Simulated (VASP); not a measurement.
Here is a VASP 6.6.1 calculation.

INCAR

```
SYSTEM = TiO2
PREC = Accurate
ENCUT = 480
EDIFF = 1E-7
ISMEAR = -1
SIGMA = 0.05
LREAL = .False.
LASPH = .True.
NELM = 60
ALGO = Fast
ISIF = 3
LWAVE = .False.
LCHARG = .False.
GGA = PE
IBRION = 2
NSW = 40
EDIFFG = -0.02
```

File KPOINTS:

```
regular mesh
0
Gamma
  6 6 9
  0 0 0
```

File POSCAR:

```
TiO2
1.0
    4.5998373239      0.0000000000      0.0000000000
    0.0000000000      4.5998373239      0.0000000000
    0.0000000000      0.0000000000      2.9592135600
Ti O
2 4
Direct
    0.0000000000      0.0000000000      0.5000000000
    0.5000000000      0.5000000000      0.0000000000
    0.3043213200      0.3043213200      0.5000000000
    0.1956786800      0.8043213200      0.0000000000
    0.8043213200      0.1956786800      0.0000000000
    0.6956786800      0.6956786800      0.5000000000
```

Potentials or basis: VASP PAW PBE potentials, release 64 (Ti_sv, O_s).

The run is started by

```console
$ cat potpaw_PBE.64/Ti_sv/POTCAR potpaw_PBE.64/O_s/POTCAR > POTCAR
$ mpirun -np 1 vasp_std > vasp.out
```

(1) Predict the relaxed cell.

(2) Predict the band gap on the k mesh.

(3) Predict the relaxed volume.

(4) Estimate the space group after relaxing (to 0.05 Å).

Answers

(1) a = 4.642 Å, b = 4.642 Å, c = 2.970 Å, α = 90.00°, β = 90.00°, γ = 90.00°.

(2) 1.81 eV, direct.

(3) 10.67 Å³/atom.

(4) P4_2/mnm (No. 136).

Caveat: an odd mesh through Γ misses points on the zone boundary, where band edges often lie.
